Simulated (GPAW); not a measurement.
The system is Sc.

```xyz
2
Lattice="3.3090 0.0000 0.0000 -1.6545 2.8657 0.0000 0.0000 0.0000 5.2733" Properties=species:S:1:pos:R:3 pbc="T T T"
Sc    1.6545    0.9552    3.9550
Sc    0.0000    1.9105    1.3183
```

* Program: GPAW 26.7.0
* Task: relaxation of cell and atoms
* Functional: PBE
* Potentials or basis: GPAW PAW data sets (gpaw-data 1.2.1)
* Cutoff: 600 eV
* Basis: pw
* k mesh: 7 × 7 × 4
* Occupations: fermi-dirac, width 0.05 eV
* Spin: no spin polarisation

At the start: pressure -0.9 GPa; volume 25.00 Å³/atom.

How do energy, volume and symmetry change on relaxing?

Over 5 steps the energy falls by 5.3 meV/atom and the volume is 24.51 Å³/atom (-2.0 %); space group P6_3/mmc (No. 194, to 0.05 Å).

Step by step:
```tsv
step	energy change (eV)	largest force (eV/Å)	pressure (GPa)	volume (Å³)
1	0.0000	0.0000	-0.94	50.00
2	-0.0023	0.0000	-0.79	49.85
3	-0.0102	0.0000	0.41	48.73
4	-0.0103	0.0000	0.26	48.85
5	-0.0105	0.0000	0.08	49.01
```

Final structure:
```
Sc
1.0
     3.31169    0.00000    0.00000
    -1.65584    2.86800    0.00000
     0.00000    0.00000    5.16015
Sc
2
Cartesian
  1.6558 0.9560 3.8701
  0.0000 1.9120 1.2900
```

Caveat: later steps reuse the first step's grids.
